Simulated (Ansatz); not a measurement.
Ansatz input file:

```yaml
crystal:
  lattice:
    - [-1.3661034921, 1.3661034921, 1.3661034921]
    - [1.3661034921, -1.3661034921, 1.3661034921]
    - [1.3661034921, 1.3661034921, -1.3661034921]
  atoms:
    - { symbol: B, position: [0.0, 0.0, 0.0] }
basis:
  ecutwfc: 420
kpoints:
  mp_grid: { grid: [22, 22, 22] }
hamiltonian:
  xc: pbe
scf:
  occupations: { method: gaussian, width: 0.1 }
output:
  forces: true
  stress: true
  eigenvalues: true
```

Launched with
```bash
ansatz run input.yaml --threads 1 --pin off --max-ram 1331MiB --backend cpu --events-out ev --progress --plain --runs-dir out
```

The calculation used DFT PBE, scalar-relativistic, plane waves, PAW (Ansatz).

From the run's log, abridged (iterations and final results):

```
SCF iter   1: F=—  HF=-153.461693 eV  |F-HF|=—  |Δ(HF+E_count)|=         —  Δρ=9.99e-4  dr2=5.17e-5  ethr=1.77e-3  ⟨swp⟩=4.3  Hψ=14378  notcnv=0
SCF iter   2: F=—  HF=-153.461612 eV  |F-HF|=—  |Δ(HF+E_count)|=   8.11e-5  Δρ=7.65e-4  dr2=4.08e-5  ethr=1.72e-6  ⟨swp⟩=1.6  Hψ=4807  notcnv=0
SCF iter   3: F=—  HF=-153.461631 eV  |F-HF|=—  |Δ(HF+E_count)|=   1.93e-5  Δρ=3.51e-4  dr2=1.07e-5  ethr=1.36e-6  ⟨swp⟩=2.1  Hψ=2312  notcnv=0
SCF iter   4: F=—  HF=-153.461628 eV  |F-HF|=—  |Δ(HF+E_count)|=   3.03e-6  Δρ=1.45e-4  dr2=1.82e-6  ethr=3.56e-7  ⟨swp⟩=1.0  Hψ=1831  notcnv=0
SCF iter   5: F=-153.461628 eV  HF=-153.461628 eV  |F-HF|=1.71e-9  |Δ(HF+E_count)|=   6.49e-7  Δρ=9.08e-6  dr2=6.92e-9  ethr=6.08e-8  ⟨swp⟩=2.0  Hψ=2313  notcnv=0
SCF iter   6: F=-153.461628 eV  HF=-153.461628 eV  |F-HF|=6.96e-10  |Δ(HF+E_count)|=  8.39e-10  Δρ=4.90e-6  dr2=2.08e-9  ethr=2.31e-10  ⟨swp⟩=2.2  Hψ=6505  notcnv=0
SCF 1 converged in 6 iterations: F = -153.461628 eV  dr2 = 2.08e-9
SCF converged after 6 iterations
Free energy (F): -153.461628 eV
Harris-Foulkes:  -153.461628 eV  (|F-HF|=6.96e-10)
Internal energy: -153.459872 eV  (E = F + TS)
E sigma→0 (E₀):  -153.460750 eV
Entropy (-TS):   -0.001755 eV (-1.755 meV/atom)
Fermi energy:    6.636471 eV
--- Per-component energies (eV) ---
  E_band       = 4.674931
  E_kinetic    = 36.354137
  E_local      = -11.015741  (includes V_loc(G=0)·N_el)
  E_nonlocal   = 13.415586
  E_hartree    = 0.938359
  E_xc         = -28.714084
  E_vxc        = -33.702670  (∫ρ·V_xc dr)
  E_paw        = -78.128223  (= ΣΔE_a)
  E_vpaw       = -2.253175  (= ΣTr[D̂ρ^β])
  E_aug_tail   = -0.000001  (compensation charges beyond the density's cutoff)
  E_ewald      = -86.309904
  E_smearing   = -0.001755  (= −TS)
--- Forces (eV/Å), atoms counted from 1 ---
  atom   1  B      0.00000000     0.00000000     0.00000000
--- Stress (GPa, compression-positive) ---
      -37.110171       0.000000       0.000000
        0.000000     -37.110171       0.000000
        0.000000       0.000000     -37.110171
  P = ⅓ Tr σ = -37.1102 GPa (-371.102 kbar)
--- Band table (eV; the first three rows and the last of 328) ---
  k-point 0: bands = ["-6.4273", "16.6638", "16.6638", "16.6638", "32.5258", "32.5258"]
  k-point 1: bands = ["-6.3569", "16.4671", "16.5407", "16.6370", "31.9597", "31.9796"]
  k-point 2: bands = ["-6.1456", "15.8801", "16.1987", "16.5580", "30.4368", "30.8140"]
  k-point 327: bands = ["7.4909", "7.4909", "7.4909", "10.8087", "16.2703", "16.2703"]
```

Self-consistency was reached.